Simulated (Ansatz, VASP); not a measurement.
**Two plane-wave programs on Fe**

The input INCAR:

```
SYSTEM = Fe
  ALGO = Normal
  EDIFF = 1E-7
  ENCUT = 520
  GGA = PE
  ISIF = 2
  ISMEAR = 0
  ISPIN = 2
  LASPH = .TRUE.
  LCHARG = .TRUE.
  LELF = .TRUE.
  LMAXMIX = 4
  LORBIT = 11
  LREAL = .FALSE.
  LVHAR = .TRUE.
  LWAVE = .FALSE.
  MAGMOM = 2.44
  NBANDS = 14
  NELM = 150
  PREC = Accurate
  SIGMA = 0.15
```

Contents of KPOINTS:

```
k-points
0
G
  10 10 10
  0 0 0
```

The input POSCAR:

```
Fe
1.0
   -1.4157750842      1.4157750842      1.4818917806
    1.4157750842     -1.4157750842      1.4818917806
    1.4157750842      1.4157750842     -1.4818917806
Fe
1
Direct
    0.0000000000      0.0000000000      0.0000000000
```

Input for Ansatz:

```yaml
crystal:
  lattice:
    - [-1.4157750842, 1.4157750842, 1.4818917806]
    - [1.4157750842, -1.4157750842, 1.4818917806]
    - [1.4157750842, 1.4157750842, -1.4818917806]
  atoms:
    - { symbol: Fe, position: [0.0, 0.0, 0.0], spin: 2.44 }
basis:
  ecutwfc: 520.0
kpoints:
  mp_grid: { grid: [10, 10, 10] }
hamiltonian:
  xc: pbe
scf:
  occupations: { method: gaussian, width: 0.15 }
output:
  forces: true
  stress: true
  eigenvalues: true
  populations: true
magnetization:
  spin_polarized: true
```

Change from the starting cell: normal strain along x +0.0000, normal strain along z +0.0467.

Alike in both runs: task single point; functional PBE; k mesh 10 × 10 × 10; occupations gaussian, width 0.15 eV; collinear spin.

|  | VASP | Ansatz |
| --- | --- | --- |
| version | VASP 6.6.1 | Ansatz 0.2.0 |
| potentials or method | VASP PAW PBE potentials, release 64 (Fe) | scalar-relativistic, plane waves, PAW |
| plane-wave cutoff (eV) | 520 | 520 |
| valence electrons in the cell | 8 | 16 |

VASP gave:

```
gap on the k mesh at the Fermi level (eV)                     : none
pressure (GPa)                                                : -8.5
largest component of the traceless stress (GPa)               : 2.67
net moment per atom (μB)                                      : 2.21
size of the moment on the site where the two differ most (μB) : 2.22
```

Estimate Ansatz's values.

gap on the k mesh at the Fermi level (eV): none; pressure (GPa): -8.7; largest component of the traceless stress (GPa): 3.05; net moment per atom (μB): 2.18; size of the moment on the site where the two differ most (μB): 2.25.

Site moments also hang on the region over which each program counts them. A gap of «none» marks a metal or a gap that the smearing closes. The two sets of potentials don't hold the same shells in valence.
